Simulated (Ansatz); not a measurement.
The system is FePt (Tetraferroplatinum).

```
Pt Fe
1.0
     2.72350    0.00000    0.00000
     0.00000    2.72350    0.00000
     0.00000    0.00000    3.72000
Pt Fe
1 1
Cartesian
  1.3618 1.3618 1.8600
  0.0000 0.0000 0.0000
```

Base run:

```yaml
Program: Ansatz 0.2.0
Functional: BLYP
Potentials_or_basis: Ansatz PAW
Cutoff: "420 eV (not typed: the program's choice for these potentials)"
k_mesh: 10 × 10 × 7
Occupations: fermi-dirac, width 0.05 eV
Spin: collinear spin, ferromagnetic start
Starting_moments: "[0.0, 3.0] μB"
```

Its results: band gap on the k mesh none (metal or under the smearing width); pressure 14.1 GPa; net moment 3.22 μB per cell; site moments Pt +0.39; Fe +2.89 μB.

Question: After a change of settings the same cell gave: band gap on the k mesh none (metal or under the smearing width); pressure 2.3 GPa; net moment 3.60 μB per cell; site moments Pt +0.43; Fe +3.30 μB. Which change was it?
A. functional from BLYP to revPBE
B. functional from BLYP to LDA; occupations from fermi-dirac, width 0.05 eV to gaussian, width 0.05 eV
C. functional from BLYP to r2SCAN; cutoff from 420 eV (not typed: the program's choice for these potentials) to 500 eV (not typed: the program's choice for these potentials)

Answer: C.

Caveats: spin-orbit coupling is left out, which moves the levels of the heavy elements; the PAW data sets come from PBE, with cores solved anew for the run's functional, which leaves a small shift of forces and pressure; the magnetic or orbital state may not be the lowest (some runs).

Runs at the PBE level aren't shown here.
